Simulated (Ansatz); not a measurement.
The system is Se.

```
Se
1.0
     4.36620    0.00000    0.00000
    -2.18310    3.78124    0.00000
     0.00000    0.00000    4.95360
Se
3
Cartesian
  1.6910 2.9289 0.0000
  -0.4921 0.8523 3.3024
  0.9841 0.0000 1.6512
```

```yaml
Program: Ansatz 0.2.0
Task: relaxation of cell and atoms
Functional: PBE-EpsX
Potentials_or_basis: Ansatz PAW
Cutoff: "420 eV (not typed: the program's choice for these potentials)"
k_mesh: 4 × 4 × 3
Occupations: fermi-dirac, width 0.05 eV
Spin: no spin polarisation
```

At the start: volume 27.26 Å³/atom.

Q: Where does the relaxation end?

A: It ends after 7 steps and the volume is 32.05 Å³/atom (+17.6 %); space group P3_121 (No. 152, to 0.05 Å).

The path:
| step | energy change (eV) | largest force (eV/Å) | volume (Å³) |
| --- | --- | --- | --- |
| 1 | 0.0000 | 0.1580 | 81.78 |
| 2 | -0.0289 | 0.0275 | 89.88 |
| 3 | -0.0366 | 0.0700 | 90.46 |
| 4 | -0.0421 | 0.0321 | 92.96 |
| 5 | -0.0433 | 0.0148 | 94.92 |
| 6 | -0.0436 | 0.0075 | 96.16 |
| 7 | -0.0447 | 0.0066 | 96.16 |

Final structure:
```cif
data_structure
_symmetry_space_group_name_H-M 'P 1'
_symmetry_Int_Tables_number 1
_cell_length_a 4.7273
_cell_length_b 4.7273
_cell_length_c 4.9686
_cell_angle_alpha 90.000
_cell_angle_beta 90.000
_cell_angle_gamma 120.000
_cell_volume 96.16
loop_
_atom_site_label
_atom_site_type_symbol
_atom_site_fract_x
_atom_site_fract_y
_atom_site_fract_z
_atom_site_occupancy
Se1 Se 0.79307 0.79307 0.00000 1
Se2 Se 0.00000 0.20693 0.66667 1
Se3 Se 0.20693 0.00000 0.33333 1
```

Caveat: the k mesh is coarse (spacing up to 0.42 Å⁻¹), so the values aren't converged, least of all with exact exchange; the volume moved by over 15 % at a fixed basis, so the end points are rough; the plane-wave basis is chosen anew once the cell has moved, so the energies of steps on either side of that aren't comparable; the volume moved by +18 % from the deposited cell, more than functionals usually miss; the PAW data sets come from PBE, with cores solved anew for the run's functional, which leaves a small shift of forces and pressure.
